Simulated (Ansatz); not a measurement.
An element in the fcc structure gives these cold pressures by all-electron LAPW under PBE (Ansatz 0.2.0, scalar-relativistic, no spin polarisation).

| V (Å³/atom) | P (GPa) |
| --- | --- |
| 27.51 | 0.00 |
| 25.31 | 5.90 |
| 23.11 | 15.12 |
| 20.91 | 30.0 |
| 18.71 | 54.4 |
| 16.51 | 96.7 |
| 14.30 | 172.3 |
| 12.38 | 293.8 |

(1) Which element is it?

Answers

(1) Sb. Its zero-pressure volume in this structure is near 27.5 Å³/atom; the volume and the steepness of P(V) together point to it, though neighbours can come close. This is the case that was computed; others weren't tested.
